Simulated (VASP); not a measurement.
Set up this calculation in VASP 6.6.1, as the native input.

```yaml
Task: single point
Functional: PBE
Dispersion: D3(BJ)
Potentials_or_basis: VASP PAW PBE potentials, release 64 (S)
Cutoff: 520 eV
k_mesh: 20 × 20 × 20
Occupations: gaussian, width 0.15 eV
Spin: no spin polarisation
Dipole_correction: no
Further_INCAR_settings: ALGO = Normal; EDIFF = 1e-07; NBANDS = 9
```

The structure of S lies in POSCAR:

```
S
1.0
    0.0000000000      1.9345198337      1.9345198337
    1.9345198337      0.0000000000      1.9345198337
    1.9345198337      1.9345198337      0.0000000000
S
1
Direct
    0.0000000000      0.0000000000      0.0000000000
```

This isn't the form of S at room conditions, which is orthorhombic, of S8 rings.

The cell isn't the ideal one: strain -0.030 along x and y, -0.030 along z, atoms carried along.

One way to write it, as run:

INCAR

```
SYSTEM = S
ALGO = Normal
EDIFF = 1E-7
ENCUT = 520
GGA = PE
ISIF = 2
ISMEAR = 0
IVDW = 12
LASPH = .True.
LCHARG = .False.
LREAL = .False.
LWAVE = .False.
NBANDS = 9
NELM = 100
PREC = Accurate
SIGMA = 0.15
```

KPOINTS

```
k-points
0
Gamma
  20 20 20
  0 0 0
```

Potentials or basis: VASP PAW PBE potentials, release 64 (S).

Launch:

```sh
$ cat potpaw_PBE.64/S/POTCAR > POTCAR
$ mpirun -np 1 vasp_std > vasp.out
```

Results of the run:

```yaml
Pressure: 3.9 GPa
Band_gap_on_the_k_mesh: none (metal or under the smearing width)
Dispersion_energy_per_atom: -0.420 eV
```

Caveat: pairwise dispersion overbinds metals, which lowers pressure and volume.

It took 12 s on 1 thread of AMD EPYC 9R45 (Zen 5), on a shared host, peak memory 0.11 GiB.
